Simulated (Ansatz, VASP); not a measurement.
**One calculation of SiC3, two programs**

```
C Si
1.0
     1.39887    0.80764    4.68085
    -1.39887    0.80764    4.68085
     0.00000   -1.61528    4.68085
C Si
3 1
Cartesian
  1.3989 0.8076 4.7991
  0.0000 0.0000 6.8601
  0.0000 0.0000 5.3233
  0.0000 0.0000 12.2728
```

Change from the starting cell: epitaxial_xy strain -1.2%.

Alike in both runs: task single point; functional PBE; k mesh 10 × 10 × 10; occupations fermi-dirac, width 0.02 eV; no spin polarisation.

|  | VASP | Ansatz |
| --- | --- | --- |
| version | VASP 6.6.1 | Ansatz 0.2.0 |
| potentials or method | VASP PAW PBE potentials, release 64 (C, Si) | plane waves, PAW |
| plane-wave cutoff (eV) | 520 | 420 |
| valence electrons in the cell | 16 | 16 |

|  | VASP | Ansatz | Ansatz less VASP |
| --- | --- | --- | --- |
| gap on the k mesh at the Fermi level (eV) | 1.40 | 1.41 | +0.008 |
| pressure (GPa) | 9.0 | 8.9 | -0.03 |
| largest component of the traceless stress (GPa) | 4.88 | 4.81 | -0.069 |
| rms of the force components (eV/Å) | 0.142 | 0.153 | +0.0109 |

Atom by atom the forces differ by 0.015 eV/Å (rms over components).

A k mesh can miss the band edges.
